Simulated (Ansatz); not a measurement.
Runs of Ansatz 0.2.0 on K. Symmetry: Im-3m, No. 229, cubic system. Conventional cell: a = 5.395 Å, b = 5.395 Å, c = 5.395 Å, α = 90.00°, β = 90.00°, γ = 90.00°. 

```tsv
task	level	cell	cutoff (eV)	gap on the mesh (eV)	pressure (GPa)	relaxed volume (Å³/atom)
band structure	RPBE	as given	52	-	0.1	-
relaxation of cell and atoms	PBEsol	relaxed to 30 GPa	-	none	30.0	-
relaxation of cell and atoms	revPBE+D3(BJ)	relaxed	-	-	0.0	70.95
relaxation of cell and atoms	PBEsol	relaxed to 20 GPa	-	none	20.0	-
relaxation of cell and atoms	PBEsol	relaxed	-	-	0.0	(a)
```

Alike in all rows: potentials or basis all-electron LAPW, scalar-relativistic; no spin polarisation; k mesh 7 × 7 × 7; smearing fermi-dirac 0.05 eV; basis error allowed 0.001 eV/atom.

Q: Fill in the values left out.

A: (a) 70.97.

Caveats: the volume moved by over 15 % at a fixed basis, so the end points are rough (some runs).

A gap of «none» marks a metal or a gap under the smearing width.

The runs don't all hold the same shells in valence.

Runs at the PBE level aren't shown here.
